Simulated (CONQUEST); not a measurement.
Crystal: Li.

```
Li
1.0
     3.50930    0.00000    0.00000
     0.00000    3.50930    0.00000
     0.00000    0.00000    3.50930
Li
2
Direct
  0.00000 0.00000 0.00000
  0.50000 0.50000 0.50000
```

| Property | Result |
| --- | --- |
| Program | CONQUEST 1.3 |
| Task | single point |
| Functional | PBE |
| Potentials or basis | PseudoDojo NC PBE, DZP, grid cutoff 120 Ha |
| k mesh | 8 × 8 × 8 |
| Occupations | fermi-dirac, width 0.05 eV |
| Spin | no spin polarisation |

On this cell: pressure -0.6 GPa; largest force zero by symmetry; band gap on the k mesh none (metal or under the smearing width).

The same run follows on a disturbed copy (atoms of the box moved at random, drawn with an rms of 0.05 Å):

```
Li
1.0
     3.50930    0.00000    0.00000
     0.00000    3.50930    0.00000
     0.00000    0.00000    3.50930
Li
2
Direct
  0.00359 0.99709 0.99427
  0.51349 0.51026 0.50667
```

Problem. What changes?

Solution. The energy (extrapolated to zero smearing) moves by +1.7 meV/atom; pressure -0.6 GPa; largest force 0.094 eV/Å; band gap on the k mesh none (metal or under the smearing width).

Forces on the atoms (eV/Å):
```
Li   0.043  0.060  0.057
Li  -0.044 -0.060 -0.057
```

Caveats: the basis of atomic orbitals isn't converged, which shifts pressures, moduli and gaps; the box holds several primitive cells, so bands are folded and the points are those of the box's own zone (some runs).
